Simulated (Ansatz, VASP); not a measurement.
# N: VASP beside Ansatz

```
N
1.0
     1.56670    0.90454    2.72749
    -1.56670    0.90454    2.72749
     0.00000   -1.80907    2.72749
N
2
Direct
  0.23364 0.23364 0.23364
  0.76636 0.76636 0.76636
```

Alike in both runs: task single point; functional PBE; k mesh 9 × 9 × 9; occupations gaussian, width 0.1 eV; no spin polarisation.

|  | VASP | Ansatz |
| --- | --- | --- |
| version | VASP 6.6.1 | Ansatz 0.2.0 |
| potentials or method | VASP PAW PBE potentials, release 64 (N) | scalar-relativistic, plane waves, PAW |
| plane-wave cutoff (eV) | 520 | 420 |
| valence electrons in the cell | 10 | 10 |

Ansatz gave:

| Quantity | Value |
| --- | --- |
| gap on the k mesh at the Fermi level (eV) | 0.24 |
| least direct gap on the mesh (eV) | 0.28 |
| pressure (GPa) | -40.5 |
| largest component of the traceless stress (GPa) | 9.05 |
| rms of the force components (eV/Å) | 2.097 |

**Question.** Estimate VASP's values.

**Answer.** gap on the k mesh at the Fermi level (eV): 0.23; least direct gap on the mesh (eV): 0.28; pressure (GPa): -40.6; largest component of the traceless stress (GPa): 9.02; rms of the force components (eV/Å): 2.090.

Atom by atom the forces differ by 0.007 eV/Å (rms over components). With one functional, cell and mesh, what is left measures potentials, basis and numerics.

Caveats: the cell as given lies far from equilibrium; so large a pressure means that the cell lies far from this level's equilibrium, or that cutoff or potentials fall short (VASP); an odd mesh through Γ misses points on the zone boundary, where band edges often lie; forces of over 1 eV/Å show positions far from the minimum, so gaps and moduli don't describe the material at rest.
